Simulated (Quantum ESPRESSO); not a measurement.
A run of Quantum ESPRESSO 7.5:

File pw.in:

```
&CONTROL
  calculation = 'scf'
  prefix = 'pwscf'
  outdir = './tmp'
  pseudo_dir = './pseudo'
  tprnfor = .true.
  tstress = .true.
  disk_io = 'nowf'
/
&SYSTEM
  ibrav = 0
  nat = 2
  ntyp = 2
  ecutwfc = 55
  ecutrho = 440
  nbnd = 19
  occupations = 'smearing'
  smearing = 'fd'
  degauss = 0.00367493
  nspin = 2
  starting_magnetization(1) = 0.1176
  starting_magnetization(2) = 0
/
&ELECTRONS
  conv_thr = 4d-10
  electron_maxstep = 120
  mixing_beta = 0.3
/
ATOMIC_SPECIES
Co    58.9332 Co_pbe_v1.2.uspp.F.UPF
Al    26.9815 Al.pbe-n-kjpaw_psl.1.0.0.UPF
CELL_PARAMETERS angstrom
   2.8194032100    0.0000000000    0.0000000000
   0.0000000000    2.8194032100    0.0000000000
   0.0000000000    0.0000000000    2.8194032100
ATOMIC_POSITIONS crystal
Co     0.5000000000    0.5000000000    0.5000000000
Al     0.0000000000    0.0000000000    0.0000000000
K_POINTS automatic
9 9 9 0 0 0
```

Potentials or basis: SSSP 1.3 efficiency PBE.

The run is started by

```sh
$ OMP_NUM_THREADS=1 pw.x -in pw.in > pw.out
```

Hardware: 1 thread of Intel(R) Xeon(R) Platinum 8488C (Sapphire Rapids), on a shared host.

Question: Estimate the wall time of this run.

Answer: It took 34 s on 1 thread of Intel(R) Xeon(R) Platinum 8488C (Sapphire Rapids), with other jobs on the host, peak memory 0.16 GiB. Counts: scf iterations 17, bands 19, k points 35, g dense 23583.
